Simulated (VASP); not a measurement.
# TiB2 (P6/mmm) in VASP: a series of runs, part 2 of 4

VASP 6.6.1. Earlier steps stand in the parts before.

### Step 3. Single point, PBE (atoms moved at random, drawn with an rms of 0.05 Å)

The input, INCAR:

```
SYSTEM = TiB2
PREC     = Accurate       ! precision mode
ENCUT    = 520            ! plane-wave cutoff, eV
EDIFF    = 1E-7           ! SCF threshold, eV
ISMEAR   = -1             ! smearing method
SIGMA    = 0.05           ! smearing width, eV
LREAL    = .FALSE.        ! projectors in reciprocal space
LASPH    = .TRUE.         ! aspherical terms in the spheres
NELM     = 80             ! most SCF steps
ALGO     = Normal         ! electronic algorithm
ISIF     = 2              ! what is computed and relaxed
LWAVE    = .FALSE.        ! write WAVECAR
LCHARG   = .TRUE.         ! write CHGCAR
GGA      = PE             ! functional
LELF     = .TRUE.         ! ELF
LVHAR    = .TRUE.       
NBANDS   = 16             ! bands
```

The input, KPOINTS:

```
Automatic mesh
0
G
  10 10 8
  0 0 0
```

The input, POSCAR:

```
TiB2
1.0
    3.0292000000      0.0000000000      0.0000000000
   -1.5146000000      2.6233641531      0.0000000000
    0.0000000000      0.0000000000      3.2284000000
Ti B
1 2
Direct
   -0.0033710000     -0.0139150000     -0.0152660000
    0.6563980000      0.3134780000      0.5027410000
    0.3314890000      0.6664920000      0.4940860000
```

Potentials or basis: VASP PAW PBE potentials, release 64 (Ti_sv, B).

On the command line:

```console
> cat potpaw_PBE.64/Ti_sv/POTCAR potpaw_PBE.64/B/POTCAR > POTCAR
> mpirun -np 1 vasp_std > vasp.out
```

OUTCAR:

```text
SYSTEM = TiB2
   PREC = Accurate
   ENCUT = 520
   EDIFF = 1E-7
   ISMEAR = -1
   LREAL = .FALSE.
   LASPH = .TRUE.
   NELM = 80
   ISIF = 2
   GGA = PE

 ion  position               nearest neighbor table
   1  0.997  0.986  0.985-   2 2.33   3 2.34   2 2.34   2 2.35   3 2.36   3 2.38   3 2.39   3 2.40
                             2 2.41   2 2.42   3 2.43   2 2.43
   2  0.656  0.313  0.503-   3 1.70   3 1.77   3 1.78   1 2.33   1 2.34   1 2.35   1 2.41   1 2.42
                             1 2.43
   3  0.331  0.666  0.494-   2 1.70   2 1.77   2 1.78   1 2.34   1 2.36   1 2.38   1 2.39   1 2.40
                             1 2.43

  LATTYP: Found a hexagonal cell.
[... 654 lines left out ...]
  --------------------------------------------------------------------------------------
  -------------------------------------------------------------------------------------
  Total        0.0189479      0.4393187      0.0641624      0.0078938      0.0139568     -0.0261854
  in kB        1.1833078     27.4357233      4.0069812      0.4929713      0.8716102     -1.6352923
  external PRESSURE =      10.8753374 kB  Pullay stress =       0.0000000 kB

 VOLUME and BASIS-vectors are now :
 -----------------------------------------------------------------------------
  energy-cutoff  :      520.00
  volume of cell :       25.66
      direct lattice vectors                 reciprocal lattice vectors
     3.029200000  0.000000000  0.000000000     0.330120164  0.190594965  0.000000000
    -1.514600000  2.623364153  0.000000000     0.000000000  0.381189931  0.000000000
     0.000000000  0.000000000  3.228400000     0.000000000  0.000000000  0.309750960

 POSITION                                       TOTAL-FORCE (eV/Angst)
 -----------------------------------------------------------------------------------
      1.52546      2.58686      3.17912        -0.205333      0.139210      0.637123
      1.51357      0.82237      1.62305         0.045711      0.780948     -0.473733
     -0.00532      1.74845      1.59511         0.159622     -0.920158     -0.163390
 -----------------------------------------------------------------------------------
    total drift:                                0.000002      0.000006     -0.000110

  FREE ENERGIE OF THE ION-ELECTRON SYSTEM (eV)
  ---------------------------------------------------
  free  energy   TOTEN  =       -24.3845699491 eV

  energy  without entropy=      -24.3788536864  energy(sigma->0) =      -24.38171182
```

stdout:

```text
POSCAR found type information on POSCAR TiB
 POSCAR found :  2 types and       3 ions
 scaLAPACK will be used
 LDA part: xc-table for (Slater+PW92), standard interpolation
 POSCAR, INCAR and KPOINTS ok, starting setup
 FFT: planning ... GRIDC
 FFT: planning ... GRID_SOFT
 FFT: planning ... GRID
 WAVECAR not read
 entering main loop
```

It took 89 s on 1 thread of Intel Xeon Platinum 8488C (Sapphire Rapids), shared host; peak memory 0.27 GiB.

Results:

* Free energy: -24.3846 eV
* Pressure: 1.1 GPa
* Largest force: 0.948 eV/Å
* Band gap on the k mesh: none (metal or under the smearing width)

Forces in eV/Å, atoms in the order of the input:
```
Ti  -0.205  0.139  0.637
B    0.046  0.781 -0.474
B    0.160 -0.920 -0.163
```

Stress tensor (GPa, compression positive):
```
 0.12  0.05 -0.16
 0.05  2.74  0.09
-0.16  0.09  0.40
```

Levels at points of the mesh, in eV from the Fermi level:
```csv
k point,band 5,band 6,band 7,band 8,band 9,band 10,band 11,band 12,band 13,band 14
"(0.00, 0.00, 0.00)",-13.45,-2.76,-2.44,-2.34,-1.88,1.91,1.97,3.55,3.89,5.39
"(0.50, 0.00, 0.00)",-9.24,-9.22,-3.27,-3.22,-2.22,1.41,2.80,3.28,3.58,7.09
"(0.00, 0.50, 0.00)",-9.47,-9.10,-3.09,-3.02,-2.17,1.38,2.79,3.10,3.25,7.19
"(0.50, 0.50, 0.00)",-9.24,-9.20,-3.29,-3.24,-2.23,1.42,2.80,3.28,3.62,7.09
"(0.00, 0.00, 0.50)",-11.53,-7.55,-0.90,-0.30,-0.20,0.05,0.52,0.59,1.71,6.62
"(0.50, 0.00, 0.50)",-9.74,-7.42,-4.60,-3.70,-3.15,2.55,2.97,4.48,4.60,5.37
"(0.00, 0.50, 0.50)",-9.60,-7.68,-4.52,-3.90,-2.94,2.52,2.97,4.50,4.74,5.48
"(0.50, 0.50, 0.50)",-9.75,-7.39,-4.61,-3.69,-3.16,2.55,2.97,4.49,4.60,5.34
```

### Step 4. Equation of state, PBE, 8.04 Å³/atom (volume scaled by 0.94)

Edit INCAR of step 3 so:

```diff
@@ -8,3 +8,3 @@
 LASPH    = .TRUE.         ! aspherical terms in the spheres
-NELM     = 80             ! most SCF steps
+NELM     = 60             ! most SCF steps
 ALGO     = Normal         ! electronic algorithm
@@ -12,6 +12,4 @@
 LWAVE    = .FALSE.        ! write WAVECAR
-LCHARG   = .TRUE.         ! write CHGCAR
+LCHARG   = .FALSE.        ! write CHGCAR
 GGA      = PE             ! functional
-LELF     = .TRUE.         ! ELF
-LVHAR    = .TRUE.       
 NBANDS   = 16             ! bands
```

The input, KPOINTS:

```
regular mesh
0
G
  10 10 8
  0 0 0
```

The input, POSCAR:

```
TiB2
1.0
    2.9673622405      0.0000000000      0.0000000000
   -1.4836811203      2.5698110825      0.0000000000
    0.0000000000      0.0000000000      3.1624957934
Ti B
1 2
Direct
    0.0000000000      0.0000000000      0.0000000000
    0.6666666667      0.3333333333      0.5000000000
    0.3333333333      0.6666666667      0.5000000000
```

Potentials or basis: VASP PAW PBE potentials, release 64 (Ti_sv, B).

On the command line:

```console
> cat potpaw_PBE.64/Ti_sv/POTCAR potpaw_PBE.64/B/POTCAR > POTCAR
> mpirun -np 1 vasp_std > vasp.out
```

OUTCAR:

```text
SYSTEM = TiB2
   PREC = Accurate
   ENCUT = 520
   EDIFF = 1E-7
   ISMEAR = -1
   LREAL = .FALSE.
   LASPH = .TRUE.
   NELM = 60
   ISIF = 2
   GGA = PE

 Found     70 irreducible k-points:

 Following reciprocal coordinates:
            Coordinates               Weight
  0.000000  0.000000  0.000000      1.000000
  0.100000  0.000000  0.000000      6.000000
  0.200000  0.000000  0.000000      6.000000
  0.300000 -0.000000  0.000000      6.000000
  0.400000  0.000000  0.000000      6.000000
  0.500000  0.000000  0.000000      3.000000
   k-points           NKPTS =     70   k-points in BZ     NKDIM =     70   number of bands    NBANDS=     16
   number of dos      NEDOS =    301   number of ions     NIONS =      3
   total plane-waves  NPLWV =  13824
   dimension x,y,z NGX =    24 NGY =   24 NGZ =   24
   dimension x,y,z NGXF=    48 NGYF=   48 NGZF=   48
   ions per type =               1   2
   NGX,Y,Z   is equivalent  to a cutoff of  13.45, 13.45, 12.62 a.u.
   NGXF,Y,Z  is equivalent  to a cutoff of  26.89, 26.89, 25.23 a.u.
 SYSTEM =  TiB2
   PREC   = accura    normal or accurate (medium, high low for compatibility)
   ISTART =      0    job   : 0-new  1-cont  2-samecut
   ICHARG =      2    charge: 1-file 2-atom 10-const
   ISPIN  =      1    spin polarized calculation?
   LNONCOLLINEAR =      F non collinear calculations
   LSORBIT =      F    spin-orbit coupling
   LASPH  =      T    aspherical Exc in radial PAW
   ENCUT  =  520.0 eV  38.22 Ry    6.18 a.u.   5.52  5.52  5.88*2*pi/ulx,y,z
[... 51 lines left out ...]

 val. band max:       10.6253134006   @ k =   0.3000   0.2000   0.0000
 cond. band min:      10.6340008889   @ k =   0.1000   0.0000   0.3750
 fundamental gap:      0.0086874883
 Fermi energy:        10.6259148219

 k-point     1 :       0.0000    0.0000    0.0000
  band No.  band energies     occupation
      1     -46.1170      2.00000
      2     -22.4779      2.00000
      3     -22.1257      2.00000
      4     -22.1257      2.00000
      5      -3.1567      2.00000
      6       7.9538      2.00000
[... 91 lines left out ...]
      3     -22.3894      2.00000
      4     -22.2413      2.00000
      5       1.0175      2.00000
      6       1.3511      2.00000
[... 8 lines left out ...]
     15      18.7076      0.00000
     16      19.6289      0.00000

 [... further k-points ...]
[... 5 lines left out ...]
  --------------------------------------------------------------------------------------
  -------------------------------------------------------------------------------------
  Total        2.9664940      2.9664940      2.3556386     -0.0000000      0.0000000     -0.0000000
  in kB      197.0844380    197.0844380    156.5011456     -0.0000000      0.0000000     -0.0000000
  external PRESSURE =     183.5566739 kB  Pullay stress =       0.0000000 kB

 VOLUME and BASIS-vectors are now :
 -----------------------------------------------------------------------------
  energy-cutoff  :      520.00
  volume of cell :       24.12
      direct lattice vectors                 reciprocal lattice vectors
     2.967362240  0.000000000  0.000000000     0.336999638  0.194566832  0.000000000
    -1.483681120  2.569811082  0.000000000     0.000000000  0.389133663  0.000000000
     0.000000000  0.000000000  3.162495793     0.000000000  0.000000000  0.316205954

 POSITION                                       TOTAL-FORCE (eV/Angst)
 -----------------------------------------------------------------------------------
      0.00000      0.00000      0.00000        -0.000000      0.000000      0.000000
      1.48368      0.85660      1.58125         0.000000      0.000000      0.000000
     -0.00000      1.71321      1.58125        -0.000000     -0.000000      0.000000
 -----------------------------------------------------------------------------------
    total drift:                               -0.000000      0.000000      0.000000

  FREE ENERGIE OF THE ION-ELECTRON SYSTEM (eV)
  ---------------------------------------------------
  free  energy   TOTEN  =       -24.3371200511 eV

  energy  without entropy=      -24.3309325021  energy(sigma->0) =      -24.33402628
```

OSZICAR:

```text
N       E                     dE             d eps       ncg     rms          rms(c)
DAV:   1     0.121599629725E+03    0.12160E+03   -0.89552E+03  2240   0.131E+03
DAV:   2    -0.229243932240E+02   -0.14452E+03   -0.13981E+03  2440   0.341E+02
DAV:   3    -0.294705288815E+02   -0.65461E+01   -0.64711E+01  3224   0.719E+01
DAV:   4    -0.296108351567E+02   -0.14031E+00   -0.14024E+00  2712   0.931E+00
DAV:   5    -0.296147379641E+02   -0.39028E-02   -0.39027E-02  3208   0.126E+00    0.182E+01
DAV:   6    -0.243270676466E+02    0.52877E+01   -0.19819E+01  3192   0.499E+01    0.415E+00
DAV:   7    -0.243306164989E+02   -0.35489E-02   -0.94165E-01  2368   0.110E+01    0.373E+00
DAV:   8    -0.243371306283E+02   -0.65141E-02   -0.75642E-02  3512   0.224E+00    0.789E-01
DAV:   9    -0.243374759658E+02   -0.34534E-03   -0.24243E-02  2744   0.202E+00    0.240E-01
DAV:  10    -0.243371306729E+02    0.34529E-03   -0.21806E-03  2952   0.591E-01    0.680E-02
DAV:  11    -0.243371322828E+02   -0.16098E-05   -0.39832E-04  2872   0.225E-01    0.735E-02
DAV:  12    -0.243371202444E+02    0.12038E-04   -0.74365E-05  2736   0.112E-01    0.118E-02
DAV:  13    -0.243371198829E+02    0.36153E-06   -0.31788E-06  2664   0.157E-02    0.462E-03
DAV:  14    -0.243371200411E+02   -0.15821E-06   -0.44113E-07  2600   0.519E-03    0.133E-03
DAV:  15    -0.243371200511E+02   -0.10020E-07   -0.14144E-07  2016   0.327E-03
   1 F= -.24337120E+02 E0= -.24334026E+02  d E =-.618755E-02
```

Wall time 21 s (1 thread of Intel Xeon Platinum 8488C (Sapphire Rapids), shared host); peak memory 0.15 GiB.

Results:

```
Free energy            : -24.3371 eV
Pressure               : 18.4 GPa
Band gap on the k mesh : none (metal or under the smearing width)
```

### Step 5. Equation of state, PBE, 8.21 Å³/atom (volume scaled by 0.96)

The input, INCAR:

```
SYSTEM = TiB2
ALGO = Normal
EDIFF = 1E-7
ENCUT = 520
GGA = PE
ISIF = 2
ISMEAR = -1
LASPH = .TRUE.
LCHARG = .FALSE.
LREAL = .FALSE.
LWAVE = .FALSE.
NBANDS = 16
NELM = 100
PREC = Accurate
SIGMA = 0.05
```

The input, KPOINTS:

```
k-points
0
G
  10 10 8
  0 0 0
```

The input, POSCAR:

```
TiB2
1.0
    2.9882598462      0.0000000000      0.0000000000
   -1.4941299231      2.5879089399      0.0000000000
    0.0000000000      0.0000000000      3.1847676243
Ti B
1 2
Direct
    0.0000000000      0.0000000000      0.0000000000
    0.6666666667      0.3333333333      0.5000000000
    0.3333333333      0.6666666667      0.5000000000
```

On the command line:

```console
> cat potpaw_PBE.64/Ti_sv/POTCAR potpaw_PBE.64/B/POTCAR > POTCAR
> mpirun -np 1 vasp_std > vasp.out
```

It took 23 s on 1 thread of Intel Xeon Platinum 8488C (Sapphire Rapids), shared host; peak memory 0.15 GiB.

It converged, with:

```
Free energy            : -24.3856 eV
Pressure               : 11.8 GPa
Band gap on the k mesh : none (metal or under the smearing width)
```

### Step 6. Equation of state, PBE, 8.38 Å³/atom (volume scaled by 0.98)

The input, INCAR:

```
SYSTEM = TiB2
PREC = Accurate
ENCUT = 520
EDIFF = 1E-7
ISMEAR = -1
SIGMA = 0.05
LREAL = .FALSE.
LASPH = .TRUE.
NELM = 80
ALGO = Normal
ISIF = 2
LWAVE = .FALSE.
LCHARG = .FALSE.
GGA = PE
NBANDS = 16
```

The input, KPOINTS:

```
regular mesh
0
G
  10 10 8
  0 0 0
```

The input, POSCAR:

```
TiB2
1.0
    3.0088691861      0.0000000000      0.0000000000
   -1.5044345930      2.6057571518      0.0000000000
    0.0000000000      0.0000000000      3.2067322330
Ti B
1 2
Direct
    0.0000000000      0.0000000000      0.0000000000
    0.6666666667      0.3333333333      0.5000000000
    0.3333333333      0.6666666667      0.5000000000
```

Potentials or basis: VASP PAW PBE potentials, release 64 (Ti_sv, B).

On the command line:

```console
> cat potpaw_PBE.64/Ti_sv/POTCAR potpaw_PBE.64/B/POTCAR > POTCAR
> mpirun -np 1 vasp_std > vasp.out
```

Run time: 24 s. Hardware: 1 thread of Intel Xeon Platinum 8488C (Sapphire Rapids), shared host; peak memory 0.15 GiB.

The run converged. Its results:

```
Free energy            : -24.4141 eV
Pressure               : 5.9 GPa
Band gap on the k mesh : none (metal or under the smearing width)
```

### Step 7. Equation of state, PBE, 8.72 Å³/atom (volume scaled by 1.02)

The input, INCAR:

```
  PREC = Accurate
  ENCUT = 520
  EDIFF = 1E-7
  ISMEAR = -1
  SIGMA = 0.05
  LREAL = False
  LASPH = True
  NELM = 80
  ALGO = Normal
  ISIF = 2
  LWAVE = False
  LCHARG = False
  GGA = PE
  NBANDS = 16
```

The input, KPOINTS:

```
regular mesh
0
Gamma
  10 10 8
```

The input, POSCAR:

```
TiB2
1.0
    3.0492615118      0.0000000000      0.0000000000
   -1.5246307559      2.6407379320      0.0000000000
    0.0000000000      0.0000000000      3.2497807555
Ti B
1 2
Direct
    0.0000000000      0.0000000000      0.0000000000
    0.6666666667      0.3333333333      0.5000000000
    0.3333333333      0.6666666667      0.5000000000
```

On the command line:

```console
> cat potpaw_PBE.64/Ti_sv/POTCAR potpaw_PBE.64/B/POTCAR > POTCAR
> mpirun -np 1 vasp_std > vasp.out
```

Wall time 19 s (1 thread of Intel Xeon Platinum 8488C (Sapphire Rapids), shared host); peak memory 0.15 GiB.

It converged, with:

```yaml
Free_energy: -24.4184 eV
Pressure: -4.4 GPa
Band_gap_on_the_k_mesh: none (metal or under the smearing width)
```

### Step 8. Equation of state, PBE, 8.89 Å³/atom (volume scaled by 1.04)

The input, INCAR:

```
  ALGO = Normal
  EDIFF = 1E-7
  ENCUT = 520
  GGA = PE
  ISIF = 2
  ISMEAR = -1
  LASPH = T
  LCHARG = F
  LREAL = F
  LWAVE = F
  NBANDS = 16
  NELM = 60
  PREC = Accurate
  SIGMA = 0.05
```

The input, KPOINTS:

```
k-points
0
Gamma
  10 10 8
```

The input, POSCAR:

```
TiB2
1.0
    3.0690624661      0.0000000000      0.0000000000
   -1.5345312330      2.6578860614      0.0000000000
    0.0000000000      0.0000000000      3.2708838193
Ti B
1 2
Direct
    0.0000000000      0.0000000000      0.0000000000
    0.6666666667      0.3333333333      0.5000000000
    0.3333333333      0.6666666667      0.5000000000
```

On the command line:

```console
> cat potpaw_PBE.64/Ti_sv/POTCAR potpaw_PBE.64/B/POTCAR > POTCAR
> mpirun -np 1 vasp_std > vasp.out
```

Wall time 19 s (1 thread of Intel Xeon Platinum 8488C (Sapphire Rapids), shared host); peak memory 0.15 GiB.

Results (log left out):

```yaml
Free_energy: -24.3974 eV
Pressure: -8.8 GPa
Band_gap_on_the_k_mesh: none (metal or under the smearing width)
```

### Step 9. Equation of state, PBE, 9.06 Å³/atom (volume scaled by 1.06)

The input, INCAR:

```
SYSTEM = TiB2
PREC = Accurate
ENCUT = 520
EDIFF = 1E-7
ISMEAR = -1
SIGMA = 0.05
LREAL = .FALSE.
LASPH = .TRUE.
NELM = 60
ALGO = Normal
ISIF = 2
LWAVE = .FALSE.
LCHARG = .FALSE.
GGA = PE
NBANDS = 16
```

The input, KPOINTS:

```
regular mesh
0
G
  10 10 8
  0 0 0
```

The input, POSCAR:

```
TiB2
1.0
    3.0886111617      0.0000000000      0.0000000000
   -1.5443055808      2.6748157284      0.0000000000
    0.0000000000      0.0000000000      3.2917180359
Ti B
1 2
Direct
    0.0000000000      0.0000000000      0.0000000000
    0.6666666667      0.3333333333      0.5000000000
    0.3333333333      0.6666666667      0.5000000000
```

Potentials or basis: VASP PAW PBE potentials, release 64 (Ti_sv, B).

On the command line:

```console
> cat potpaw_PBE.64/Ti_sv/POTCAR potpaw_PBE.64/B/POTCAR > POTCAR
> mpirun -np 1 vasp_std > vasp.out
```

It took 20 s on 1 thread of Intel Xeon Platinum 8488C (Sapphire Rapids), shared host; peak memory 0.15 GiB.

The run converged. Its results:

```yaml
Free_energy: -24.3628 eV
Pressure: -12.9 GPa
Band_gap_on_the_k_mesh: none (metal or under the smearing width)
```

[end of part 2 of 4]
